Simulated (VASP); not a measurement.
# CaSe (Fm-3m) in VASP: further runs, part 2 of 3

VASP 6.6.1. The steps go on from the part before.

## (4) Single point, r2SCAN (volume changed by +6%)

POSCAR reads:

```
CaSe
1.0
    0.0000000000      3.0257322439      3.0257322439
    3.0257322439      0.0000000000      3.0257322439
    3.0257322439      3.0257322439      0.0000000000
Ca Se
1 1
Direct
    0.0000000000      0.0000000000      0.0000000000
    0.5000000000      0.5000000000      0.5000000000
```

INCAR.step1 reads:

```
SYSTEM = CaSe
PREC     = Accurate       ! precision mode
ENCUT    = 520            ! plane-wave cutoff, eV
ISMEAR   = 0              ! smearing method
SIGMA    = 0.01           ! smearing width, eV
LREAL    = .False.        ! projectors in reciprocal space
LASPH    = .True.         ! aspherical terms in the spheres
NELM     = 60             ! most SCF steps
NBANDS   = 15             ! bands
GGA      = PE             ! functional
ALGO     = Normal         ! electronic algorithm
EDIFF    = 1E-4           ! SCF threshold, eV
LWAVE    = .True.         ! write WAVECAR
LCHARG   = .False.        ! write CHGCAR
```

INCAR.step2 reads:

```
SYSTEM = CaSe
PREC     = Accurate       ! precision mode
ENCUT    = 520            ! plane-wave cutoff, eV
EDIFF    = 1E-6           ! SCF threshold, eV
ISMEAR   = 0              ! smearing method
SIGMA    = 0.01           ! smearing width, eV
LREAL    = .False.        ! projectors in reciprocal space
LASPH    = .True.         ! aspherical terms in the spheres
NELM     = 60             ! most SCF steps
ALGO     = Normal         ! electronic algorithm
ISIF     = 2              ! what is computed and relaxed
LWAVE    = .False.        ! write WAVECAR
LCHARG   = .False.        ! write CHGCAR
METAGGA  = R2SCAN         ! meta-GGA
LMIXTAU  = .True.       
NBANDS   = 15             ! bands
ISTART   = 1
```

KPOINTS reads:

```
Automatic mesh
0
Gamma
  6 6 6
  0 0 0
```

Potentials or basis: VASP PAW PBE potentials, release 64 (Ca_sv, Se).

Started as:

```bash
> cat potpaw_PBE.64/Ca_sv/POTCAR potpaw_PBE.64/Se/POTCAR > POTCAR
> cp INCAR.step1 INCAR
> mpirun -np 1 vasp_std > vasp.out
> cp INCAR.step2 INCAR
> mpirun -np 1 vasp_std > vasp.out
```

OUTCAR:

```text
SYSTEM = CaSe
   PREC = Accurate
   ENCUT = 520
   EDIFF = 1E-6
   ISMEAR = 0
   LREAL = .False.
   LASPH = .True.
   NELM = 60
   ISIF = 2
   METAGGA = R2SCAN
   ISTART = 1

 ion  position               nearest neighbor table
   1  0.000  0.000  0.000-
   2  0.500  0.500  0.500-

  LATTYP: Found a face centered cubic cell.
 ALAT       =     6.0514644878

  Lattice vectors:

 A1 = (   0.0000000000,   3.0257322439,   3.0257322439)
 A2 = (   3.0257322439,   0.0000000000,   3.0257322439)
 A3 = (   3.0257322439,   3.0257322439,   0.0000000000)

Analysis of symmetry for initial positions (statically):
=====================================================================
 Subroutine PRICEL returns:
 Original cell was already a primitive cell.

 Routine SETGRP: Setting up the symmetry group for a
 face centered cubic supercell.

 Subroutine GETGRP returns: Found 48 space group operations
[... 9 lines left out ...]

 Routine SETGRP: Setting up the symmetry group for a
 face centered cubic supercell.

 Subroutine GETGRP returns: Found 48 space group operations
[... 152 lines left out ...]
      2     -19.8877      2.00000
      3     -19.8877      2.00000
      4     -19.8877      2.00000
      5     -10.2317      2.00000
      6       1.7311      2.00000
      7       1.7311      2.00000
      8       1.7311      2.00000
      9       5.4825      0.00000
     10       5.9687      0.00000
     11       5.9687      0.00000
     12       5.9687      0.00000
     13       6.5048      0.00000
     14       6.5048      0.00000
[... 257 lines left out ...]
      2     -19.9387      2.00000
      3     -19.9209      2.00000
      4     -19.9155      2.00000
      5      -9.6532      2.00000
      6      -0.3989      2.00000
      7       0.2797      2.00000
      8       0.3552      2.00000
      9       5.5674      0.00000
     10       7.3584      0.00000
     11       7.5044      0.00000
     12       7.9168      0.00000
     13       8.1532      0.00000
     14       9.0794      0.00000
     15      11.5781      0.00000

------------------------ aborting loop because EDIFF is reached ----------------------------------------

  FORCE on cell =-STRESS in cart. coord.  units (eV):
  Direction    XX          YY          ZZ          XY          YZ          ZX
  --------------------------------------------------------------------------------------
  -------------------------------------------------------------------------------------
  Total       -0.8647858     -0.8647858     -0.8647858      0.0000000      0.0000000      0.0000000
  in kB      -25.0090757    -25.0090757    -25.0090757      0.0000000      0.0000000      0.0000000
  external PRESSURE =     -25.0090757 kB  Pullay stress =       0.0000000 kB

 VOLUME and BASIS-vectors are now :
 -----------------------------------------------------------------------------
  energy-cutoff  :      520.00
  volume of cell :       55.40
      direct lattice vectors                 reciprocal lattice vectors
     0.000000000  3.025732244  3.025732244    -0.165249255  0.165249255  0.165249255
     3.025732244  0.000000000  3.025732244     0.165249255 -0.165249255  0.165249255
     3.025732244  3.025732244  0.000000000     0.165249255  0.165249255 -0.165249255

 POSITION                                       TOTAL-FORCE (eV/Angst)
 -----------------------------------------------------------------------------------
      0.00000      0.00000      0.00000        -0.000000      0.000000      0.000000
      3.02573      3.02573      3.02573         0.000000     -0.000000     -0.000000
 -----------------------------------------------------------------------------------
    total drift:                                0.000000     -0.000000     -0.000000

  FREE ENERGIE OF THE ION-ELECTRON SYSTEM (eV)
  ---------------------------------------------------
  free  energy   TOTEN  =       -25.9557694838 eV

  energy  without entropy=      -25.9557694838  energy(sigma->0) =      -25.95576948
```

OUTCAR.step1:

```text
SYSTEM = CaSe
   PREC = Accurate
   ENCUT = 520
   ISMEAR = 0
   LREAL = .False.
   LASPH = .True.
[... 498 lines left out ...]
      0.00000      0.00000      0.00000         0.000000      0.000000      0.000000
      3.02573      3.02573      3.02573         0.000000      0.000000     -0.000000
 -----------------------------------------------------------------------------------
    total drift:                                0.000000     -0.000000     -0.000000

  FREE ENERGIE OF THE ION-ELECTRON SYSTEM (eV)
  ---------------------------------------------------
  free  energy   TOTEN  =        -9.4711143496 eV

  energy  without entropy=       -9.4711143496  energy(sigma->0) =       -9.47111435
```

Run time: 2.3 min. Hardware: 1 thread of AMD EPYC 7R13, shared host; peak memory 0.17 GiB.

Results:

| Property | Result |
| --- | --- |
| Free energy | -25.9558 eV |
| Pressure | -2.5 GPa |
| Band gap on the k mesh | 2.64 eV, indirect (least direct gap 3.52 eV) |

Levels at points of the mesh, in eV from the valence-band top:
| k point | band 4 | band 5 | band 6 | band 7 | band 8 | band 9 | band 10 | band 11 | band 12 | band 13 |
| --- | --- | --- | --- | --- | --- | --- | --- | --- | --- | --- |
| (0.00, 0.00, 0.00) | -21.62 | -11.96 | 0.00 | 0.00 | 0.00 | 3.75 | 4.24 | 4.24 | 4.24 | 4.77 |
| (0.50, 0.00, 0.00) | -21.62 | -11.36 | -3.02 | -1.05 | -1.05 | 4.99 | 5.89 | 5.93 | 5.93 | 7.75 |
| (0.50, 0.50, 0.00) | -21.64 | -11.44 | -2.37 | -0.88 | -0.88 | 2.64 | 5.49 | 5.50 | 6.38 | 6.42 |

Caveat: the PAW data sets were made with another functional, which shifts forces and pressure a little. A k mesh can miss the band edges.

## (5) Single point, PBE

INCAR reads:

```
SYSTEM = CaSe
PREC = Accurate
ENCUT = 520
EDIFF = 1E-6
ISMEAR = 0
SIGMA = 0.01
LREAL = .False.
LASPH = .True.
NELM = 80
ALGO = Normal
ISIF = 2
LWAVE = .False.
LCHARG = .False.
GGA = PE
NBANDS = 15
```

KPOINTS reads:

```
regular mesh
0
Gamma
  8 8 8
  0 0 0
```

POSCAR reads:

```
CaSe
1.0
    0.0000000000      2.9675305933      2.9675305933
    2.9675305933      0.0000000000      2.9675305933
    2.9675305933      2.9675305933      0.0000000000
Ca Se
1 1
Direct
    0.0000000000      0.0000000000      0.0000000000
    0.5000000000      0.5000000000      0.5000000000
```

Potentials or basis: VASP PAW PBE potentials, release 64 (Ca_sv, Se).

Started as:

```bash
> cat potpaw_PBE.64/Ca_sv/POTCAR potpaw_PBE.64/Se/POTCAR > POTCAR
> mpirun -np 1 vasp_std > vasp.out
```

OUTCAR:

```text
SYSTEM = CaSe
   PREC = Accurate
   ENCUT = 520
   EDIFF = 1E-6
   ISMEAR = 0
   LREAL = .False.
   LASPH = .True.
   NELM = 80
   ISIF = 2
   GGA = PE

 ion  position               nearest neighbor table
   1  0.000  0.000  0.000-   2 2.97   2 2.97   2 2.97   2 2.97   2 2.97   2 2.97
   2  0.500  0.500  0.500-   1 2.97   1 2.97   1 2.97   1 2.97   1 2.97   1 2.97

  LATTYP: Found a face centered cubic cell.
 ALAT       =     5.9350611866

  Lattice vectors:

 A1 = (   0.0000000000,   2.9675305933,   2.9675305933)
 A2 = (   2.9675305933,   0.0000000000,   2.9675305933)
 A3 = (   2.9675305933,   2.9675305933,   0.0000000000)

Analysis of symmetry for initial positions (statically):
=====================================================================
 Subroutine PRICEL returns:
 Original cell was already a primitive cell.

 Routine SETGRP: Setting up the symmetry group for a
 face centered cubic supercell.

 Subroutine GETGRP returns: Found 48 space group operations
[... 9 lines left out ...]

 Routine SETGRP: Setting up the symmetry group for a
 face centered cubic supercell.

 Subroutine GETGRP returns: Found 48 space group operations
[... 11 lines left out ...]
                                     Primitive cell

  volume of cell :      52.2656

  direct lattice vectors                    reciprocal lattice vectors
     0.000000000  2.967530593  2.967530593    -0.168490260  0.168490260  0.168490260
     2.967530593  0.000000000  2.967530593     0.168490260 -0.168490260  0.168490260
     2.967530593  2.967530593  0.000000000     0.168490260  0.168490260 -0.168490260

  length of vectors
     4.196722012  4.196722012  4.196722012     0.291833690  0.291833690  0.291833690

  position of ions in fractional coordinates (direct lattice)
     0.000000000  0.000000000  0.000000000
     0.500000000  0.500000000  0.500000000

  ion indices of the primitive-cell ions
   primitive index   ion index
                 1           1
                 2           2

----------------------------------------------------------------------------------------

 KPOINTS: regular mesh

Automatic generation of k-mesh.
 Grid dimensions read from file:
 generate k-points for:    8    8    8

 Generating k-lattice:

  Cartesian coordinates                     Fractional coordinates (reciprocal lattice)
    -0.021061282  0.021061282  0.021061282     0.125000000  0.000000000  0.000000000
     0.021061282 -0.021061282  0.021061282     0.000000000  0.125000000  0.000000000
     0.021061282  0.021061282 -0.021061282     0.000000000  0.000000000  0.125000000

  Length of vectors
     0.036479211  0.036479211  0.036479211

  Shift w.r.t. Gamma in fractional coordinates (k-lattice)
     0.000000000  0.000000000  0.000000000

 Subroutine IBZKPT returns following result:
 ===========================================

 Found     29 irreducible k-points:

 Following reciprocal coordinates:
            Coordinates               Weight
  0.000000  0.000000  0.000000      1.000000
  0.125000  0.000000  0.000000      8.000000
  0.250000  0.000000  0.000000      8.000000
  0.375000  0.000000  0.000000      8.000000
  0.500000  0.000000  0.000000      4.000000
  0.125000  0.125000  0.000000      6.000000
[... 16 lines left out ...]
  0.500000  0.250000  0.125000     48.000000
 -0.375000  0.250000  0.125000     24.000000
 [... further k-points ...]
   k-points           NKPTS =     29   k-points in BZ     NKDIM =     29   number of bands    NBANDS=     15
   number of dos      NEDOS =    301   number of ions     NIONS =      2
   total plane-waves  NPLWV =  32768
   dimension x,y,z NGX =    32 NGY =   32 NGZ =   32
   dimension x,y,z NGXF=    64 NGYF=   64 NGZF=   64
   ions per type =               1   1
   NGX,Y,Z   is equivalent  to a cutoff of  12.68, 12.68, 12.68 a.u.
   NGXF,Y,Z  is equivalent  to a cutoff of  25.35, 25.35, 25.35 a.u.
 SYSTEM =  CaSe
   PREC   = accura    normal or accurate (medium, high low for compatibility)
   ISTART =      0    job   : 0-new  1-cont  2-samecut
   ICHARG =      2    charge: 1-file 2-atom 10-const
   ISPIN  =      1    spin polarized calculation?
   LNONCOLLINEAR =      F non collinear calculations
   LSORBIT =      F    spin-orbit coupling
   LASPH  =      T    aspherical Exc in radial PAW
   ENCUT  =  520.0 eV  38.22 Ry    6.18 a.u.   7.80  7.80  7.80*2*pi/ulx,y,z
   NELM   =     80;   NELMIN=  2; NELMDL= -5     # of ELM steps
   EDIFF  = 0.1E-05   stopping-criterion for ELM
   LREAL  =      F    real-space projection
   EDIFFG = 0.1E-04   stopping-criterion for IOM
   NSW    =      0    number of steps for IOM
   IBRION =     -1    ionic relax: 0-MD 1-quasi-New 2-CG
   NFREE  =      0    steps in history (QN), initial steepest desc. (CG)
   ISIF   =      2    stress and relaxation
   ISYM   =      2    0-nonsym 1-usesym 2-fastsym
   POTIM  = 0.5000    time-step for ionic-motion
   TEBEG  =    0.0;   TEEND  =   0.0 temperature during run
   PSTRESS=    0.0 pullay stress
   NELECT =      16.0000    total number of electrons
   NUPDOWN=      -1.0000    fix difference up-down
   EMIN   =  10.00;   EMAX   =-10.00  energy-range for DOS
   EFERMI =   0.00;   METHOD = LEGACY
   ISMEAR =     0;   SIGMA  =   0.01  broadening in eV -4-tet -1-fermi 0-gaus
   EFERMI_NEDOS =   21; number of points for ismear=-14 and -15
   IALGO  =     38    algorithm
   IMIX   =      4    mixing-type and parameters
     AMIX     =   0.40;   BMIX     =  1.00
     AMIX_MAG =   1.60;   BMIX_MAG =  1.00
  volume/ion in A,a.u.               =      26.13       176.35
  Fermi-wavevector in a.u.,A,eV,Ry     =   1.103341  2.085012 16.563197  1.217361
  Thomas-Fermi vector in A             =   2.239797
   LORBIT       =      0    0 simple, 1 ext, 2 COOP (PROOUT), +10 PAW based schemes
   GGA     = PE    functional components
   LHFCALC =     F    Hartree Fock is set to
   AEXX    =    0.0000 exact exchange contribution
   IVDW    =     0    specifies the selected vdW correction
   LEPSILON=     F    determine dielectric tensor
   LRPA    =     F    only Hartree local field effects (RPA)
 non-spin polarized calculation
 Gauss-broadening in eV      SIGMA  =   0.01
  energy-cutoff  :      520.00
  volume of cell :       52.27
 maximum number of plane-waves:      1424
   NGX = 15   NGY = 15   NGZ = 15

 number of electron      15.9999997 magnetization

 Free energy of the ion-electron system (eV)
  ---------------------------------------------------
  ext. energy  EPLUGINS =         0.00000000
  ---------------------------------------------------
  free energy    TOTEN  =        -9.48402523 eV

  energy without entropy =       -9.48402523  energy(sigma->0) =       -9.48402523

 E-fermi :   2.5504     XC(G=0):  -9.1130

 val. band max:        2.3776306952   @ k =   0.0000   0.0000   0.0000
 cond. band min:       4.4250141759   @ k =   0.5000   0.5000   0.0000
 fundamental gap:      2.0473834807
 Fermi energy:         2.5503860981

 k-point     1 :       0.0000    0.0000    0.0000
  band No.  band energies     occupation
      1     -37.4022      2.00000
      2     -18.3943      2.00000
      3     -18.3943      2.00000
      4     -18.3943      2.00000
      5      -9.3866      2.00000
      6       2.3776      2.00000
      7       2.3776      2.00000
      8       2.3776      2.00000
      9       5.6655      0.00000
     10       6.0870      0.00000
     11       6.0870      0.00000
     12       6.0870      0.00000
     13       6.6460      0.00000
     14       6.6460      0.00000
     15      12.0777      0.00000
[... 397 lines left out ...]
 k-point    24 :      -0.3750    0.2500    0.1250
  band No.  band energies     occupation
      1     -37.3948      2.00000
      2     -18.4830      2.00000
      3     -18.4258      2.00000
      4     -18.4105      2.00000
      5      -8.7202      2.00000
      6      -0.4196      2.00000
      7       0.7715      2.00000
      8       1.1593      2.00000
      9       6.8417      0.00000
     10       7.1238      0.00000
     11       8.0732      0.00000
     12       8.3437      0.00000
     13       8.6848      0.00000
     14       9.5700      0.00000
     15      10.9207      0.00000

 [... further k-points ...]

------------------------ aborting loop because EDIFF is reached ----------------------------------------

  FORCE on cell =-STRESS in cart. coord.  units (eV):
  Direction    XX          YY          ZZ          XY          YZ          ZX
  --------------------------------------------------------------------------------------
  -------------------------------------------------------------------------------------
  Total        0.2412327      0.2412327      0.2412327     -0.0000000      0.0000000      0.0000000
  in kB        7.3948789      7.3948789      7.3948789     -0.0000000      0.0000000      0.0000000
  external PRESSURE =       7.3948789 kB  Pullay stress =       0.0000000 kB

 VOLUME and BASIS-vectors are now :
 -----------------------------------------------------------------------------
  energy-cutoff  :      520.00
  volume of cell :       52.27
      direct lattice vectors                 reciprocal lattice vectors
     0.000000000  2.967530593  2.967530593    -0.168490260  0.168490260  0.168490260
     2.967530593  0.000000000  2.967530593     0.168490260 -0.168490260  0.168490260
     2.967530593  2.967530593  0.000000000     0.168490260  0.168490260 -0.168490260

 POSITION                                       TOTAL-FORCE (eV/Angst)
 -----------------------------------------------------------------------------------
      0.00000      0.00000      0.00000         0.000000     -0.000000     -0.000000
      2.96753      2.96753      2.96753         0.000000      0.000000      0.000000
 -----------------------------------------------------------------------------------
    total drift:                                0.000000     -0.000000     -0.000000

  FREE ENERGIE OF THE ION-ELECTRON SYSTEM (eV)
  ---------------------------------------------------
  free  energy   TOTEN  =        -9.4840252273 eV

  energy  without entropy=       -9.4840252273  energy(sigma->0) =       -9.48402523
```

stdout:

```text
POSCAR found type information on POSCAR CaSe
 POSCAR found :  2 types and       2 ions
 scaLAPACK will be used
 LDA part: xc-table for (Slater+PW92), standard interpolation
 POSCAR, INCAR and KPOINTS ok, starting setup
 FFT: planning ... GRIDC
 FFT: planning ... GRID_SOFT
 FFT: planning ... GRID
 WAVECAR not read
 entering main loop
```

It took 53 s on 1 thread of AMD EPYC 7R13, shared host; peak memory 0.15 GiB.

Results:

```yaml
Free_energy: -9.4840 eV
Pressure: 0.7 GPa
Band_gap_on_the_k_mesh: 2.05 eV, indirect (least direct gap 2.97 eV)
```

(Continued in part 3 of 3.)
